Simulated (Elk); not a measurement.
# How CaO (Lime) absorbs and reflects light

Aim: the dielectric function of CaO (Lime), and the optical constants that follow from it.

Main program and level: Elk 11.2.3 (patched build); DFT, LDA, all-electron APW+lo, Dirac cores, scalar-relativistic bands, independent-particle optical response without local fields.

## (1) Set-up

The structure is cubic, space group Fm-3m (No. 225). The conventional cell has a = 4.813 Å, b = 4.813 Å, c = 4.813 Å, α = 90.00°, β = 90.00°, γ = 90.00°. Nearest to Ca lie 6 O at 2.41 Å. O has 6 Ca at 2.41 Å nearest. Farther neighbours and most contacts between anions are not listed.

As a file:

```cif
data_structure
_symmetry_space_group_name_H-M 'Fm-3m'
_symmetry_Int_Tables_number 225
_cell_length_a 4.8130
_cell_length_b 4.8130
_cell_length_c 4.8130
_cell_angle_alpha 90.000
_cell_angle_beta 90.000
_cell_angle_gamma 90.000
_cell_volume 111.49
loop_
_atom_site_label
_atom_site_type_symbol
_atom_site_symmetry_multiplicity
_atom_site_Wyckoff_symbol
_atom_site_fract_x
_atom_site_fract_y
_atom_site_fract_z
_atom_site_occupancy
Ca1 Ca 4 a 0.00000 0.00000 0.00000 1
O1 O 4 b 0.50000 0.00000 0.00000 1
```

## (2) Ground state

The self-consistent density comes first; it also tells whether there is a gap, which decides the occupations and the need for a Drude term.

This step: DFT, LDA, all-electron APW+lo, Dirac cores, scalar-relativistic bands, ground state (Elk 11.2.3 (patched build)).

The input, elk.in:

```
tasks
  0
  120

xctype
  3

nempty
  12

lorbcnd
  .true.

rgkmax
  7.0

swidth
  0.0018375

maxscl
  100

epsengy
  1e-05

sppath
  './'

avec
  0.000000000000 4.547625918912 4.547625918912
  4.547625918912 0.000000000000 4.547625918912
  4.547625918912 4.547625918912 0.000000000000

atoms
  2
  'Ca.in'
  1
  0.000000000000 0.000000000000 0.000000000000   0.000 0.000 0.000
  'O.in'
  1
  0.500000000000 0.500000000000 0.500000000000   0.000 0.000 0.000

ngridk
  11 11 11
```

Command:

```
> OMP_NUM_THREADS=4 elk
```

Numbers of over 12 decimals in the logs are rounded to 6 here.

The log of the run:

```text
┌─────────────────────────┐
│ Elk code version 11.2.3 │
└─────────────────────────┘

All units are atomic (Hartree, Bohr, etc.)

┌─────────────────────────────────────────────────┐
│ Ground-state run starting from atomic densities │
└─────────────────────────────────────────────────┘

Lattice vectors :
   0.000000000       4.547625919       4.547625919
   4.547625919       0.000000000       4.547625919
   4.547625919       4.547625919       0.000000000

Reciprocal lattice vectors :
 -0.6908203774      0.6908203774      0.6908203774
  0.6908203774     -0.6908203774      0.6908203774
  0.6908203774      0.6908203774     -0.6908203774

Unit cell volume      :    188.0980074
Brillouin zone volume :    1.318728555

Muffin-tin inner radius fraction :   0.1000000000E-01

Nuclei treated as point charges

Species : 1 (Ca)
 parameters loaded from : Ca.in
 name : calcium
 nuclear charge    :   -20.00000000
 electronic charge :    20.00000000
 atomic mass :    73057.72475
 muffin-tin radius :    2.400000000
 number of radial points in muffin-tin :    497
 inner part over the whole radius :   0.9816249601E-02
 number on inner part of muffin-tin    :    349
 approximate nuclear radius :   0.6614485811E-04
 number of mesh points to nuclear radius :    161
 atomic positions (lattice), magnetic fields (Cartesian) :
  1 :   0.00000000  0.00000000  0.00000000    0.00000000  0.00000000  0.00000000

Species : 2 (O)
 parameters loaded from : O.in
 name : oxygen
 nuclear charge    :   -8.000000000
 electronic charge :    8.000000000
 atomic mass :    29165.12205
 muffin-tin radius :    1.800000000
 number of radial points in muffin-tin :    297
 inner part over the whole radius :   0.9713390765E-02
 number on inner part of muffin-tin    :    204
 approximate nuclear radius :   0.5115538663E-04
 number of mesh points to nuclear radius :     87
 atomic positions (lattice), magnetic fields (Cartesian) :
  1 :   0.50000000  0.50000000  0.50000000    0.00000000  0.00000000  0.00000000

Total number of atoms per unit cell :    2
Total muffin-tin volume :    82.33486027
 ratio of muffin-tin to unit cell volume :   0.4377231924

Spin treatment :
 spin-unpolarised

Number of Bravais lattice symmetries :   48
Number of crystal symmetries         :   48
Crystal has inversion symmetry
Real symmetric eigensolver will be used

k-point grid :     11    11    11
k-point offset :    0.000000000       0.000000000       0.000000000
k-point set is reduced with full crystal symmetry group
Total number of k-points :       56

Muffin-tin radius times maximum |G+k| :    7.000000000
 using average radius
Maximum |G+k| for APW functions       :    3.333333333
Maximum (1/2)|G+k|²                   :    5.555555556
Maximum |G| for potential and density :    12.00000000
Constant for pseudocharge density :    7
 order of it for each species :   14  14
 order of it for pair densities of each species (exact exchange by exxq0 0: 14) :   13   5
Radial integration step length :    1

G-vector grid sizes :     25    25    25
Number of G-vectors :     5577

Maximum angular momentum used for
 APW functions            :    8
 outer part of muffin-tin :    6
 inner part of muffin-tin :    2

Total nuclear charge    :   -28.00000000
Total core charge       :    12.00000000
Total valence charge    :    16.00000000
Total excess charge     :    0.000000000
Total electronic charge :    28.00000000

Effective Wigner radius, rₛ :    1.170520933

Number of empty states         :     24
Total number of valence states :     33
Total number of core states    :     12

Conduction state local-orbitals added automatically
Third-order local-orbitals added for an l without core states : F
Total number of local-orbitals :    111

Exchange-correlation functional :      3     0     0
 Perdew-Wang/Ceperley-Alder, Phys. Rev. B 45, 13244 (1992)
 gradient requirement :    0
 local density approximation (LDA)

Smearing type :    3
 Fermi-Dirac
Smearing width :   0.1837500000E-02
Effective electronic temperature (K) :    580.2366081

Mixing type :    3
 Broyden mixing, J. Phys. A: Math. Gen. 17, L317 (1984)

Kohn-Sham potential initialised from atomic data

┌──────────────────────────────┐
│ Self-consistent loop started │
└──────────────────────────────┘

┌─────────────────┐
│ Loop number : 1 │
└─────────────────┘

Energies :
 Fermi                       :    -0.23292814424948E-01
 sum of occupied eigenvalues :     -434.12136750813
 electron kinetic            :      759.50465801065
 core electron kinetic       :      695.98771844315
 Coulomb                     :     -1470.3653800952
 Coulomb potential           :     -1132.6915470111
 nuclear-nuclear             :     -136.11995488062
 electron-nuclear            :     -1540.1070765169
 Hartree                     :      205.86165130234
 Madelung                    :     -904.01960658970
 xc potential                :     -60.934478507713
 exchange                    :     -40.781452478690
 correlation                 :     -2.186912
 electron entropic           :    -0.41207597930198E-11
 total energy                :     -753.82908676938

Density of states at Fermi energy :   0.5440778853E-07
 (states/Hartree/unit cell)

Estimated indirect band gap :   0.2343146447
 from k-point 1 to k-point 35
Estimated direct band gap   :   0.2425357260
 at k-point 35

Charges :
 core                        :    12.00000000
 valence                     :    16.00000000
 interstitial                :    1.705430682
 muffin-tins (core leakage)
  species : 1 (Ca)
   atom 1                    :    18.11101669     ( -0.3473529445E-05)
  species : 2 (O)
   atom 1                    :    8.183552631     ( -0.4514455532E-05)
 total in muffin-tins        :    26.29456932
 total calculated charge     :    27.99995980
 total charge                :    28.00000000
 error                       :   0.4019793013E-04

┌─────────────────┐
│ Loop number : 2 │
└─────────────────┘

Energies :
 Fermi                       :    -0.19638701563824E-01
 sum of occupied eigenvalues :     -434.08298647742
 electron kinetic            :      758.79572669150
 core electron kinetic       :      695.76343148242
 Coulomb                     :     -1470.3320090112
 Coulomb potential           :     -1132.6935855688
 nuclear-nuclear             :     -136.11995488062
 electron-nuclear            :     -1540.0372308812
 Hartree                     :      205.82517675068
 Madelung                    :     -903.98521622677
 xc potential                :     -60.185127600153
 exchange                    :     -40.773132310499
 correlation                 :     -2.186552
 electron entropic           :    -0.41134332668521E-11
 total energy                :     -754.49596673428

Density of states at Fermi energy :   0.5441200365E-07
 (states/Hartree/unit cell)

Estimated indirect band gap :   0.2311603942
 from k-point 1 to k-point 35
Estimated direct band gap   :   0.2395365155
 at k-point 35

Charges :
 core                        :    12.00000000
 valence                     :    16.00000000
 interstitial                :    1.714753903
 muffin-tins (core leakage)
  species : 1 (Ca)
   atom 1                    :    18.11614990     ( -0.3473541137E-05)
  species : 2 (O)
   atom 1                    :    8.169096197     ( -0.4514436302E-05)
 total in muffin-tins        :    26.28524610
 total calculated charge     :    27.99996106
 total charge                :    28.00000000
 error                       :   0.3894084465E-04

RMS change in Kohn-Sham potential (target) :   0.3096567986     (  0.1000000000E-05)
Absolute change in total energy (target)   :   0.6668799649     (  0.1000000000E-04)

[... 13 loops left out ...]

┌──────────────────┐
│ Loop number : 16 │
└──────────────────┘

Energies :
 Fermi                       :     0.164898
 sum of occupied eigenvalues :     -430.93780825909
 electron kinetic            :      758.13004750701
 core electron kinetic       :      696.08402756224
 Coulomb                     :     -1469.1926554660
 Coulomb potential           :     -1132.6607376754
 nuclear-nuclear             :     -136.11995488062
 electron-nuclear            :     -1537.7384371406
 Hartree                     :      204.66573655515
 Madelung                    :     -902.86228662836
 xc potential                :     -56.407118090740
 exchange                    :     -40.499848744499
 correlation                 :     -2.174369
 electron entropic           :    -0.38823243335674E-11
 total energy                :     -753.73682558197

Density of states at Fermi energy :   0.5440653535E-07
 (states/Hartree/unit cell)

Estimated indirect band gap :   0.1332598999
 from k-point 1 to k-point 35
Estimated direct band gap   :   0.1473350248
 at k-point 35

Charges :
 core                        :    12.00000000
 valence                     :    16.00000000
 interstitial                :    2.056684868
 muffin-tins (core leakage)
  species : 1 (Ca)
   atom 1                    :    18.30141557     ( -0.3473784892E-05)
  species : 2 (O)
   atom 1                    :    7.641899559     ( -0.4514212463E-05)
 total in muffin-tins        :    25.94331513
 total calculated charge     :    27.99999358
 total charge                :    28.00000000
 error                       :   0.6417882275E-05

RMS change in Kohn-Sham potential (target) :   0.1036223003E-06 (  0.1000000000E-05)
Absolute change in total energy (target)   :   0.6370798815E-05 (  0.1000000000E-04)

Convergence targets achieved

┌──────────────────┐
│ Loop number : 17 │
└──────────────────┘

Energies :
 Fermi                       :     0.164898
 sum of occupied eigenvalues :     -430.93780435068
 electron kinetic            :      758.13005263442
 core electron kinetic       :      696.08402953794
 Coulomb                     :     -1469.1926557680
 Coulomb potential           :     -1132.6607375504
 nuclear-nuclear             :     -136.11995488062
 electron-nuclear            :     -1537.7384378147
 Hartree                     :      204.66573692724
 Madelung                    :     -902.86228699282
 xc potential                :     -56.407119434662
 exchange                    :     -40.499848792692
 correlation                 :     -2.174369
 electron entropic           :    -0.38823242648271E-11
 total energy                :     -753.73682080728

Density of states at Fermi energy :   0.5440653260E-07
 (states/Hartree/unit cell)

Estimated indirect band gap :   0.1332599354
 from k-point 1 to k-point 35
Estimated direct band gap   :   0.1473350593
 at k-point 35

Charges :
 core                        :    12.00000000
 valence                     :    16.00000000
 interstitial                :    2.056684772
 muffin-tins (core leakage)
  species : 1 (Ca)
   atom 1                    :    18.30141558     ( -0.3473784297E-05)
  species : 2 (O)
   atom 1                    :    7.641899647     ( -0.4514212351E-05)
 total in muffin-tins        :    25.94331523
 total calculated charge     :    27.99999358
 total charge                :    28.00000000
 error                       :   0.6417854333E-05

┌──────────────────────────────┐
│ Self-consistent loop stopped │
└──────────────────────────────┘

Wrote STATE.OUT
```

It took 5 s on 4 threads of Arm Neoverse V2, shared host; peak memory 0.08 GiB; 16 s of CPU time.

Read-outs, printed or worked out from the files:

```
total energy           : -753.7 Ha
Fermi energy           : 4.487 eV
DOS at the Fermi level : 2.00e-9 states/eV/cell
gap on the k-mesh      : 3.626 eV
direct gap on the mesh : 4.009 eV
```

There is a gap, 3.63 eV on this mesh (points off the mesh can give less), so no carriers' term is needed.

## (3) Independent particles

The spectrum is a sum over vertical transitions between filled and empty bands at the fixed density, so many empty bands are needed.

This step: DFT, LDA, all-electron APW+lo, Dirac cores, scalar-relativistic bands, independent-particle optical response without local fields (Elk 11.2.3 (patched build)).

elk.in: that of step 2 with these lines changed.

```diff
@@ -1,4 +1,6 @@
 tasks
-  0
-  120
+  121
+
+optcomp
+  1 1
 
@@ -17,9 +19,7 @@
 swidth
-  0.0018375
+  0.0055124
 
-maxscl
-  100
-
-epsengy
-  1e-05
+wplot
+  400 100 0
+  0.0 0.58799
```

Command:

```
> OMP_NUM_THREADS=4 elk
```

The log of the run:

```text
┌─────────────────────────────────┐
│ Elk code version 11.2.3 started │
└─────────────────────────────────┘

┌────────────────────┐
│ Current task : 121 │
└────────────────────┘

Info(dielectric):
 dielectric tensor written to EPSILON_ij.OUT
 optical conductivity written to SIGMA_ij.OUT
 for components
  i = 1, j = 1

┌──────────────────┐
│ Elk code stopped │
└──────────────────┘
```

The job ended after 1.1 s (4 threads; peak memory 0.03 GiB; 4.2 s of CPU time).

Read-outs, printed or worked out from the files:

| Item | Value |
| --- | --- |
| electronic dielectric constant ε∞, mean over x, y and z (by symmetry where fewer were run) | 3.737 |
| main peak of Im epsilon, first axis | 10.24 eV |
| centre of weight of the strongest loss peak in the window | 12.82 eV |

The Im ε, E ∥ x has structure finer than the step of the table below, so its rows give means over 0.5 eV, whole bins alone (the curve runs from 0 to 16.0 eV). Peaks (eV: height): 6.56: 3.58, 8.52: 4.48, 10.24: 4.56, 15.08: 1.84.

Values under the direct gap are tails of Lorentzian lines. Im ε, E ∥ x against photon energy; means over each step:

photon energy (eV), Im ε, E ∥ x and a bar:
```
      0.5       0.01 
      1.0       0.01 
      1.5       0.02 
      2.0       0.04 
      2.5       0.05 
      3.0       0.09 #
      3.5       0.17 #
      4.0       0.62 ####
      4.5       1.60 ###########
      5.0       2.29 ################
      5.5       2.69 ###################
      6.0       2.99 #####################
      6.5       3.34 ########################
      7.0       3.24 #######################
      7.5       3.32 #######################
      8.0       3.58 #########################
      8.5       4.24 ##############################
      9.0       3.83 ###########################
      9.5       3.15 ######################
     10.0       4.06 #############################
     10.5       4.23 ##############################
     11.0       2.58 ##################
     11.5       1.91 ##############
     12.0       1.45 ##########
     12.5       0.85 ######
     13.0       0.49 ###
     13.5       0.52 ####
     14.0       0.53 ####
     14.5       1.07 ########
     15.0       1.61 ###########
     15.5       1.22 #########
```

The Re ε, E ∥ x by photon energy:

photon energy (eV), Re ε, E ∥ x and a bar from the least value:
```
        0       3.74 #######################
        1       3.79 #######################
        2       3.95 ########################
        3       4.32 #########################
        4       5.30 ##############################
        5       4.93 ############################
        6       3.93 #######################
        7       3.22 ####################
        8       2.74 ##################
        9       1.03 ##########
       10       1.71 #############
       11      -0.96 
       12      -0.55 ##
       13       0.32 ######
       14       1.22 ##########
       15       1.19 ##########
```

Table of refractive index n and extinction k by photon energy:

```
photon energy (eV)      n        k
               0.0   1.93        0
               0.5   1.94  0.00184
               1.0   1.95  0.00382
               1.5   1.96  0.00613
               2.0   1.99  0.00908
               2.5   2.02   0.0133
               3.0   2.08   0.0203
               3.5   2.17   0.0366
               4.0   2.31    0.140
               4.5   2.32    0.364
               5.0   2.29    0.551
               5.5   2.31    0.661
               6.0   2.11    0.710
               6.5   2.15    0.804
               7.0   1.96    0.797
               7.5   2.07    0.807
               8.0   1.91    0.953
               8.5   1.95     1.14
               9.0   1.60     1.24
               9.5   1.61    0.989
              10.0   1.77     1.19
              10.5   1.42     1.53
              11.0  0.892     1.32
              11.5  0.829     1.09
              12.0  0.693     1.02
              12.5  0.554    0.770
              13.0  0.670    0.352
              13.5  0.881    0.324
              14.0   1.13    0.231
              14.5   1.26    0.415
              15.0   1.28    0.679
              15.5  0.961    0.594
```

The reflectivity at normal incidence, E ∥ x has structure finer than the step of the table below, so its rows give means over 0.5 eV, whole bins alone (the curve runs from 0 to 16.0 eV). Peaks (eV: height): 8.96: 23.0, 10.84: 35.3, 15.20: 12.4.

Table of reflectivity at normal incidence, E ∥ x by photon energy; means over each step:

```csv
photon energy (eV),"reflectivity at normal incidence, E ∥ x (%)"
0.5,10.2
1.0,10.3
1.5,10.6
2.0,10.9
2.5,11.5
3.0,12.3
3.5,13.6
4.0,15.8
4.5,17.0
5.0,17.2
5.5,17.8
6.0,17.4
6.5,18.2
7.0,17.0
7.5,17.5
8.0,18.3
8.5,21.3
9.0,21.6
9.5,17.3
10.0,21.8
10.5,30.2
11.0,32.0
11.5,27.5
12.0,27.4
12.5,25.9
13.0,9.53
13.5,2.91
14.0,1.65
14.5,4.76
15.0,9.61
15.5,9.48
```

The loss function −Im 1/ε at q → 0, E ∥ x has structure finer than the step of the table below, so its rows give means over 0.5 eV, whole bins alone (the curve runs from 0 to 16.0 eV). Peaks (eV: height): 12.80: 1.90.

Values under the direct gap are tails of Lorentzian lines. Table of loss function −Im 1/ε at q → 0, E ∥ x by energy loss; means over each step:

energy loss (eV), loss function −Im 1/ε at q → 0, E ∥ x and a bar:
```
      0.5       0.00 
      1.0       0.00 
      1.5       0.00 
      2.0       0.00 
      2.5       0.00 
      3.0       0.00 
      3.5       0.01 
      4.0       0.02 
      4.5       0.05 #
      5.0       0.08 ##
      5.5       0.09 ##
      6.0       0.11 ##
      6.5       0.13 ###
      7.0       0.16 ###
      7.5       0.15 ###
      8.0       0.17 ####
      8.5       0.17 ####
      9.0       0.24 #####
      9.5       0.26 #####
     10.0       0.21 ####
     10.5       0.23 #####
     11.0       0.36 #######
     11.5       0.49 ##########
     12.0       0.63 #############
     12.5       1.13 ########################
     13.0       1.43 ##############################
     13.5       0.71 ###############
     14.0       0.32 #######
     14.5       0.33 #######
     15.0       0.44 #########
     15.5       0.69 ##############
```

Optical constants at common wavelengths, from n + ik = √ε:

```csv
wavelength (nm),n,k,R (%),1/α
1550,1.94,0.003,10.2,41 µm
800,1.96,0.006,10.6,10.0 µm
633,1.98,0.009,10.9,5.7 µm
405,2.09,0.022,12.4,1.5 µm
365,2.14,0.031,13.2,923 nm
308,2.31,0.146,15.8,168 nm
248,2.29,0.551,17.7,36 nm
```

Below the direct gap, k and the depth come from the tails of the Lorentzian lines, not from transitions.

Rows near the edge hang on the gap, which this functional as a rule makes too small, and phonon-assisted absorption is left out.

## (4) Summary of results

| Quantity | Value |
| --- | --- |
| electronic dielectric constant ε∞, mean over x, y and z (by symmetry where fewer were run) (independent particles) | 3.74 |
| main peak of Im epsilon, first axis | 10.2 eV |
| centre of weight of the strongest loss peak in the window, first axis | 12.8 eV |

**Reading.** At this level (LDA, independent particles) CaO has ε∞ = 3.74 and n = 1.94 at 1550 nm, and Im ε peaks at 10.2 eV. On the mesh the gap is 3.63 eV and the least direct gap 4.01 eV, so on this mesh the band edges lie at different points. Distinct maxima of Im ε, read by a parabola through the highest points, lie at 7.64 eV (3.7), 7.94 eV (3.7), 8.52 eV (4.5) and 10.24 eV (4.6). Excitons and phonon-assisted transitions are missing, and so are local fields; LDA gaps are as a rule too small, which pulls the onset down and ε∞ up. The sum runs over mesh points, so small or evenly spaced maxima can still be ripples of the mesh.

[Machine, clock and banner lines and Python warnings are left out of the logs.]

[Logs are printed without paths, hosts, clocks, repeated set-up lines and the standing remarks that a program may print on its own settings, such as how far it seeks lower states.]

[Hosts, paths, dates, database ids (printed as entryN), source tags and the programs' standing remarks are cut or masked in the printed files.]
